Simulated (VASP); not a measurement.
**SnSe in VASP: one cell, several levels of theory**

Aim: gap, levels, forces and stress of SnSe (zincblende), under +2.0 % shear in the xy plane at fixed geometry. Runs: PBE, r2SCAN. The results are then set beside those of Ansatz 0.2.0 for the same cell. This is a trial cell built on a prototype, not taken from a measured structure, and it needn't be the compound's ground state.

The runs shown are made with VASP 6.6.1. PAW datasets, plane waves. These are computed values for a spin-unpolarised cell that may be hypothetical; none is a measurement.

## (1) The cell

The cell comes from an earlier relaxation with r2SCAN in another program, then strained, with the atoms relaxed again.

The symmetry is Imm2 (No. 44, orthorhombic); a = 4.710 Å, b = 4.805 Å, c = 6.728 Å in the conventional setting, 38.06 Å³ an atom. Sn has 4 Se at 2.91–2.92 Å; Se has 4 Sn at 2.91–2.92 Å.

As a file:

```cif
data_structure
_symmetry_space_group_name_H-M 'P 1'
_symmetry_Int_Tables_number 1
_cell_length_a 4.7575
_cell_length_b 4.7575
_cell_length_c 4.8050
_cell_angle_alpha 59.669
_cell_angle_beta 59.669
_cell_angle_gamma 59.338
_cell_volume 76.13
loop_
_atom_site_label
_atom_site_type_symbol
_atom_site_fract_x
_atom_site_fract_y
_atom_site_fract_z
_atom_site_occupancy
Sn1 Sn 0.00206 0.00206 0.99794 1
Se1 Se 0.24794 0.24794 0.25206 1
```

## (2) PBE at this geometry

INCAR

```
ENCUT = 520.000000
SIGMA = 0.020000
EDIFF = 1.00e-07
GGA = PE
PREC = Accurate
IBRION = -1
ISIF = 2
ISMEAR = -1
NBANDS = 17
NELM = 120
NSW = 0
LASPH = .TRUE.
LCHARG = .FALSE.
LWAVE = .FALSE.
LREAL = .FALSE.
```

KPOINTS

```
KPOINTS created by Atomic Simulation Environment
0
Gamma
6 6 6
0 0 0
```

KPOINTS_OPT

```
special points
6
Reciprocal
0.0000000000 0.0000000000 0.0000000000 1
-0.5000000000 -0.5000000000 0.0000000000 1
-0.3750000000 -0.3750000000 0.2500000000 1
-0.3750000000 0.0000000000 0.3750000000 1
0.0000000000 0.0000000000 0.5000000000 1
-0.5000000000 -0.2500000000 0.2500000000 1
```

POSCAR

```
Sn Se
 1.0000000000000000
     0.0336398429000000    3.3639842879000001    3.3639842879000001
     3.3639842879000001    0.0336398429000000    3.3639842879000001
     3.3976241308000001    3.3976241308000001    0.0000000000000000
 Sn  Se
   1   1
Cartesian
 -0.0000000000000000 -0.0000000000000000  0.0138765990918354
  1.6988120653999998  1.6988120653999998  1.6681155448581642
```

Potentials: the recommended PBE PAW datasets, 20 valence electrons in the neutral cell.

Launch:

```console
$ mpirun -np 1 vasp_std
```

Printed to the terminal (iteration lines stand in OSZICAR):

```text
POSCAR found type information on POSCAR SnSe
 POSCAR found :  2 types and       2 ions
 LDA part: xc-table for (Slater+PW92), standard interpolation
 POSCAR, INCAR and KPOINTS ok, starting setup
 FFT: planning ... GRIDC
 FFT: planning ... GRID_SOFT
 FFT: planning ... GRID
 WAVECAR not read
 entering main loop
 Start KPOINTS_OPT (optional k-point list driver)
k-point batch [1-6\6]
```

OSZICAR:

```text
N       E                     dE             d eps       ncg     rms          rms(c)
DAV:   1     0.131662127938E+03    0.13166E+03   -0.96252E+03  1572   0.128E+03
DAV:   2     0.611002594562E+01   -0.12555E+03   -0.12172E+03  1677   0.312E+02
DAV:   3    -0.768767522916E+01   -0.13798E+02   -0.13624E+02  1920   0.969E+01
DAV:   4    -0.807661611325E+01   -0.38894E+00   -0.38867E+00  1826   0.176E+01
DAV:   5    -0.808869562073E+01   -0.12080E-01   -0.12079E-01  2182   0.304E+00    0.335E+00
DAV:   6    -0.775114543817E+01    0.33755E+00   -0.94044E-01  2245   0.451E+00    0.205E+00
DAV:   7    -0.774831753276E+01    0.28279E-02   -0.11336E-01  1655   0.139E+00    0.104E+00
DAV:   8    -0.775092089365E+01   -0.26034E-02   -0.13629E-02  1872   0.103E+00    0.127E-01
DAV:   9    -0.775110103065E+01   -0.18014E-03   -0.37800E-03  1803   0.399E-01    0.903E-02
DAV:  10    -0.775149559573E+01   -0.39457E-03   -0.61388E-04  1686   0.152E-01    0.252E-02
DAV:  11    -0.775159561526E+01   -0.10002E-03   -0.12100E-04  1825   0.623E-02    0.767E-03
DAV:  12    -0.775160327557E+01   -0.76603E-05   -0.11995E-05  1744   0.371E-02    0.252E-03
DAV:  13    -0.775160486029E+01   -0.15847E-05   -0.25393E-06  1740   0.805E-03    0.256E-03
DAV:  14    -0.775160502048E+01   -0.16019E-06   -0.41179E-07  1736   0.427E-03    0.333E-04
DAV:  15    -0.775160502770E+01   -0.72232E-08   -0.23169E-08  1435   0.105E-03
   1 F= -.77516050E+01 E0= -.77515017E+01  d E =-.206710E-03
       N       E                     dE             ncg
DAV:   1     0.130218118274E+04   -0.34791E+04      204
DAV:   2     0.551664823993E+03   -0.75052E+03      204
DAV:   3     0.470166168180E+03   -0.81499E+02      256
DAV:   4     0.467767973351E+03   -0.23982E+01      246
DAV:   5     0.467697971869E+03   -0.70001E-01      284
DAV:   6     0.467695890164E+03   -0.20817E-02      304
DAV:   7     0.467695868686E+03   -0.21479E-04      278
DAV:   8     0.467695868139E+03   -0.54630E-06      302
DAV:   9     0.467695868135E+03   -0.38528E-08      197
```

The lines after F= are the extra pass for the points of KPOINTS_OPT, at fixed density; their E is not a total energy.

From OUTCAR:

```text
k-points           NKPTS =     46   k-points in BZ     NKDIM =     46   number of bands    NBANDS=     17

   NELECT =      20.0000    total number of electrons

   dimension x,y,z NGX =    36 NGY =   36 NGZ =   36
   dimension x,y,z NGXF=    72 NGYF=   72 NGZF=   72

  energy-cutoff  :      520.00
  volume of cell :       76.13
      direct lattice vectors                 reciprocal lattice vectors
     0.033639843  3.363984288  3.363984288    -0.150134621  0.150134621  0.148633274
     3.363984288  0.033639843  3.363984288     0.150134621 -0.150134621  0.148633274
     3.397624131  3.397624131  0.000000000     0.147161658  0.147161658 -0.148633274

 k-points in reciprocal lattice and weights: KPOINTS created by Atomic Simulation Env
   0.00000000  0.00000000  0.00000000       0.005
   0.16666667 -0.00000000  0.00000000       0.019
   0.33333333  0.00000000  0.00000000       0.019
   0.50000000  0.00000000  0.00000000       0.009
   0.16666667  0.16666667  0.00000000       0.009
   0.33333333  0.16666667  0.00000000       0.019
   0.50000000  0.16666667  0.00000000       0.019
  -0.33333333  0.16666667  0.00000000       0.019
[... 38 more k-points ...]

 E-fermi :   2.9590

 k-point     1 :       0.0000    0.0000    0.0000
  band No.  band energies     occupation
      1     -18.7733      2.00000
      2     -18.7732      2.00000
      3     -18.7728      2.00000
      4     -18.7605      2.00000
      5     -18.7604      2.00000
      6     -10.2673      2.00000
      7      -2.3190      2.00000
      8       0.6734      2.00000
      9       0.7097      2.00000
     10       0.7489      2.00000
     11       4.4358      0.00000
     12       4.4764      0.00000
     13       4.5143      0.00000
     14       7.8234      0.00000
     15      10.4390      0.00000
     16      10.4441      0.00000
     17      11.6002      0.00000

 k-point     2 :       0.1667   -0.0000    0.0000
  band No.  band energies     occupation
      1     -18.7742      2.00000
      2     -18.7723      2.00000
      3     -18.7720      2.00000
      4     -18.7605      2.00000
      5     -18.7603      2.00000
      6     -10.1621      2.00000
      7      -2.8728      2.00000
      8       0.5202      2.00000
      9       0.5655      2.00000
     10       0.9214      2.00000
     11       4.5563      0.00000
     12       4.7090      0.00000
     13       4.7495      0.00000
     14       8.7706      0.00000
     15       9.7603      0.00000
     16       9.8263      0.00000
     17      11.0396      0.00000

 k-point     3 :       0.3333    0.0000    0.0000
  band No.  band energies     occupation
      1     -18.7761      2.00000
      2     -18.7709      2.00000
      3     -18.7706      2.00000
      4     -18.7601      2.00000
      5     -18.7599      2.00000
      6      -9.9280      2.00000
      7      -3.7676      2.00000
      8       0.2641      2.00000
      9       0.3032      2.00000
     10       0.8710      2.00000
     11       5.0981      0.00000
     12       5.1080      0.00000
     13       5.5115      0.00000
     14       9.2435      0.00000
     15       9.8715      0.00000
     16      10.0318      0.00000
     17      11.4791      0.00000

 k-point     4 :       0.5000    0.0000    0.0000
  band No.  band energies     occupation
      1     -18.7770      2.00000
      2     -18.7703      2.00000
      3     -18.7701      2.00000
      4     -18.7598      2.00000
      5     -18.7595      2.00000
      6      -9.7958      2.00000
      7      -4.1683      2.00000
      8       0.1538      2.00000
      9       0.1902      2.00000
     10       0.7644      2.00000
     11       5.2004      0.00000
     12       5.2249      0.00000
     13       6.3756      0.00000
     14       9.3341      0.00000
     15      10.4378      0.00000
     16      10.7637      0.00000
     17      11.0268      0.00000

[... the tables of k-points 5 to 46 left out ...]

  Total        0.3529263      0.3529263      0.3487515      0.1114071      0.0000000      0.0000000
  in kB        7.4275609      7.4275609      7.3396976      2.3446339      0.0000000      0.0000000
  external PRESSURE =       7.3982731 kB  Pullay stress =       0.0000000 kB

 POSITION                                       TOTAL-FORCE (eV/Angst)
 -----------------------------------------------------------------------------------
      3.39762      3.39762      0.01388         0.000000      0.000000      0.005125
      1.69881      1.69881      1.66812        -0.000000     -0.000000     -0.005125
 -----------------------------------------------------------------------------------
    total drift:                               -0.000000     -0.000000     -0.000504

  FREE ENERGIE OF THE ION-ELECTRON SYSTEM (eV)
  ---------------------------------------------------
  free  energy   TOTEN  =        -7.7516050277 eV

  energy  without entropy=       -7.7513983172  energy(sigma->0) =       -7.75150167
```

Hardware: 1 MPI rank of Intel Xeon Platinum 8488C, shared host.

The levels at the points of KPOINTS_OPT are read from vasprun.xml.

Levels at the named points, in eV from the top of band v (v: the last filled band by count, c: the next):

```tsv
point	v−1	v	c	c+1
Γ	-2.33	-2.29	1.40	1.44
X	-3.48	-0.68	0.00	4.28
U	-3.28	-0.45	1.07	3.40
K	-3.33	-0.53	1.16	3.33
L	-2.80	-2.16	2.21	2.23
W	-3.74	0.00	1.57	2.14
```

With PBE the last filled band overlaps the next by 0.02 eV, so there is no gap. The pressure is 0.74 GPa; the forces vanish within 0.01 eV/Å.

## (3) r2SCAN

Edit INCAR of step 2 so:

```diff
@@ -3,3 +3,4 @@
 EDIFF = 1.00e-07
-GGA = PE
+ALGO = Normal
+METAGGA = R2SCAN
 PREC = Accurate
```

KPOINTS is that of step 2.

KPOINTS_OPT is that of step 2.

POSCAR is that of step 2.

Launch:

```console
$ mpirun -np 1 vasp_std
```

Standard output, without the iteration lines:

```text
POSCAR found type information on POSCAR SnSe
 POSCAR found :  2 types and       2 ions
 -----------------------------------------------------------------------------
|                                                                             |
|                                                                             |
|     You enforced a specific xc type in the INCAR file but a different       |
|     I HOPE YOU KNOW WHAT YOU ARE DOING!                                     |
|                                                                             |
 -----------------------------------------------------------------------------

 LDA part: xc-table for (None), standard interpolation
 POSCAR, INCAR and KPOINTS ok, starting setup
 FFT: planning ... GRIDC
 FFT: planning ... GRID_SOFT
 FFT: planning ... GRID
 WAVECAR not read
 entering main loop
 Start KPOINTS_OPT (optional k-point list driver)
k-point batch [1-6\6]
```

OSZICAR:

```text
N       E                     dE             d eps       ncg     rms          rms(c)
DAV:   1     0.995821475226E+02    0.99582E+02   -0.97812E+03  1572   0.130E+03
DAV:   2    -0.284981729733E+02   -0.12808E+03   -0.12418E+03  1677   0.318E+02
DAV:   3    -0.426096223714E+02   -0.14111E+02   -0.13941E+02  1918   0.992E+01
DAV:   4    -0.430059836249E+02   -0.39636E+00   -0.39609E+00  1827   0.180E+01
DAV:   5    -0.430190845385E+02   -0.13101E-01   -0.13101E-01  2213   0.315E+00    0.376E+00
DAV:   6    -0.392755855190E+02    0.37435E+01   -0.13180E+00  1849   0.137E+01    0.258E+00
DAV:   7    -0.392812801318E+02   -0.56946E-02   -0.21017E-01  1747   0.277E+00    0.117E+00
DAV:   8    -0.392890527164E+02   -0.77726E-02   -0.16416E-02  1734   0.128E+00    0.363E-01
DAV:   9    -0.392908048281E+02   -0.17521E-02   -0.45512E-03  1660   0.484E-01    0.137E-01
DAV:  10    -0.392908896681E+02   -0.84840E-04   -0.50991E-04  2030   0.265E-01    0.571E-02
DAV:  11    -0.392910084223E+02   -0.11875E-03   -0.26505E-04  1778   0.134E-01    0.373E-02
DAV:  12    -0.392909841186E+02    0.24304E-04   -0.10113E-04  2023   0.122E-01    0.381E-03
DAV:  13    -0.392909851316E+02   -0.10130E-05   -0.39472E-06  1913   0.145E-02    0.274E-03
DAV:  14    -0.392909850413E+02    0.90300E-07   -0.28450E-07  1882   0.710E-03
   1 F= -.39290985E+02 E0= -.39290963E+02  d E =-.437344E-04
       N       E                     dE             ncg
DAV:   1     0.125601902056E+04   -0.35253E+04      204
DAV:   2     0.478653879242E+03   -0.77737E+03      212
DAV:   3     0.396296665787E+03   -0.82357E+02      257
DAV:   4     0.393910837351E+03   -0.23858E+01      237
DAV:   5     0.393831567259E+03   -0.79270E-01      301
DAV:   6     0.393829777673E+03   -0.17896E-02      278
DAV:   7     0.393829751269E+03   -0.26403E-04      302
DAV:   8     0.393829750760E+03   -0.50912E-06      262
DAV:   9     0.393829750756E+03   -0.44224E-08      197
```

Parts of OUTCAR:

```text
k-points           NKPTS =     46   k-points in BZ     NKDIM =     46   number of bands    NBANDS=     17

   NELECT =      20.0000    total number of electrons

   dimension x,y,z NGX =    36 NGY =   36 NGZ =   36
   dimension x,y,z NGXF=    72 NGYF=   72 NGZF=   72

  energy-cutoff  :      520.00
  volume of cell :       76.13
      direct lattice vectors                 reciprocal lattice vectors
     0.033639843  3.363984288  3.363984288    -0.150134621  0.150134621  0.148633274
     3.363984288  0.033639843  3.363984288     0.150134621 -0.150134621  0.148633274
     3.397624131  3.397624131  0.000000000     0.147161658  0.147161658 -0.148633274

 k-points in reciprocal lattice and weights: KPOINTS created by Atomic Simulation Env
   0.00000000  0.00000000  0.00000000       0.005
   0.16666667 -0.00000000  0.00000000       0.019
   0.33333333  0.00000000  0.00000000       0.019
   0.50000000  0.00000000  0.00000000       0.009
   0.16666667  0.16666667  0.00000000       0.009
   0.33333333  0.16666667  0.00000000       0.019
   0.50000000  0.16666667  0.00000000       0.019
  -0.33333333  0.16666667  0.00000000       0.019
[... 38 more k-points ...]

 E-fermi :   2.8710

 k-point     1 :       0.0000    0.0000    0.0000
  band No.  band energies     occupation
      1     -19.6193      2.00000
      2     -19.6192      2.00000
      3     -19.6191      2.00000
      4     -19.6014      2.00000
      5     -19.6012      2.00000
      6     -11.0109      2.00000
      7      -2.4774      2.00000
      8       0.3460      2.00000
      9       0.3817      2.00000
     10       0.4206      2.00000
     11       4.4354      0.00000
     12       4.4761      0.00000
     13       4.5133      0.00000
     14       7.8824      0.00000
     15      10.7349      0.00000
     16      10.7401      0.00000
     17      11.8352      0.00000

 k-point     2 :       0.1667   -0.0000    0.0000
  band No.  band energies     occupation
      1     -19.6203      2.00000
      2     -19.6183      2.00000
      3     -19.6181      2.00000
      4     -19.6013      2.00000
      5     -19.6011      2.00000
      6     -10.8991      2.00000
      7      -3.1192      2.00000
      8       0.1899      2.00000
      9       0.2346      2.00000
     10       0.6738      2.00000
     11       4.5499      0.00000
     12       4.7185      0.00000
     13       4.7580      0.00000
     14       8.8575      0.00000
     15       9.9902      0.00000
     16      10.0605      0.00000
     17      11.1633      0.00000

 k-point     3 :       0.3333    0.0000    0.0000
  band No.  band energies     occupation
      1     -19.6226      2.00000
      2     -19.6167      2.00000
      3     -19.6165      2.00000
      4     -19.6010      2.00000
      5     -19.6006      2.00000
      6     -10.6502      2.00000
      7      -4.1150      2.00000
      8      -0.0730      2.00000
      9      -0.0345      2.00000
     10       0.6910      2.00000
     11       5.1194      0.00000
     12       5.1339      0.00000
     13       5.5393      0.00000
     14       9.3113      0.00000
     15      10.1039      0.00000
     16      10.2725      0.00000
     17      11.6207      0.00000

 k-point     4 :       0.5000    0.0000    0.0000
  band No.  band energies     occupation
      1     -19.6237      2.00000
      2     -19.6159      2.00000
      3     -19.6158      2.00000
      4     -19.6008      2.00000
      5     -19.6002      2.00000
      6     -10.5095      2.00000
      7      -4.5535      2.00000
      8      -0.1870      2.00000
      9      -0.1511      2.00000
     10       0.5985      2.00000
     11       5.2264      0.00000
     12       5.2561      0.00000
     13       6.4348      0.00000
     14       9.4265      0.00000
     15      10.5793      0.00000
     16      11.0443      0.00000
     17      11.3187      0.00000

[... the tables of k-points 5 to 46 left out ...]

  Total       -0.0047834     -0.0047834     -0.0100997      0.1420734      0.0000000      0.0000000
  in kB       -0.1006687     -0.1006687     -0.2125549      2.9900252      0.0000000      0.0000000
  external PRESSURE =      -0.1379641 kB  Pullay stress =       0.0000000 kB

 POSITION                                       TOTAL-FORCE (eV/Angst)
 -----------------------------------------------------------------------------------
      3.39762      3.39762      0.01388         0.000000      0.000000      0.000659
      1.69881      1.69881      1.66812        -0.000000     -0.000000     -0.000659
 -----------------------------------------------------------------------------------
    total drift:                               -0.000000     -0.000000     -0.000635

  FREE ENERGIE OF THE ION-ELECTRON SYSTEM (eV)
  ---------------------------------------------------
  free  energy   TOTEN  =       -39.2909850413 eV

  energy  without entropy=      -39.2909413069  energy(sigma->0) =      -39.29096317
```

Hardware: 1 MPI rank of Intel Xeon Platinum 8488C, shared host.

The levels at the points of KPOINTS_OPT are read from vasprun.xml.

Levels at the named points, in eV from the top of band v (v: the last filled band by count, c: the next):

```tsv
point	v−1	v	c	c+1
Γ	-2.54	-2.50	1.52	1.56
X	-3.72	-0.70	0.07	4.53
U	-3.51	-0.45	1.17	3.61
K	-3.57	-0.54	1.27	3.54
L	-3.02	-2.20	2.35	2.38
W	-3.98	0.00	1.76	2.22
```

Gap with r2SCAN: 0.05 eV, valence top at W, conduction bottom at (0.50, 0.00, 0.50). Least direct gap: 0.74 eV. The pressure is -0.01 GPa; the forces vanish within 0.01 eV/Å.

## (4) Results

```
 level  gap (eV)  pressure (GPa)  Ansatz: gap (eV)  Ansatz: pressure (GPa)
   PBE     -0.02            0.74             -0.02                    0.74
r2SCAN      0.05           -0.01              0.05                   -0.02
```

A negative gap is an overlap of bands.

**Reading.** The gap spans -0.02 eV (PBE) to 0.05 eV (r2SCAN). Spin-orbit coupling is left out, though the cell holds Sn (Z = 50); in an element this heavy it can shift bands and gaps by tenths of an eV. The pressure is highest with PBE (0.7 GPa) and lowest with r2SCAN (0.0 GPa), which orders the cells that they would relax to. The two programs agree on the gap within 0.01 eV, far less than the spread between functionals. Datasets and cutoffs are each program's own. VASP's cell holds 20 valence electrons and Ansatz's 30.
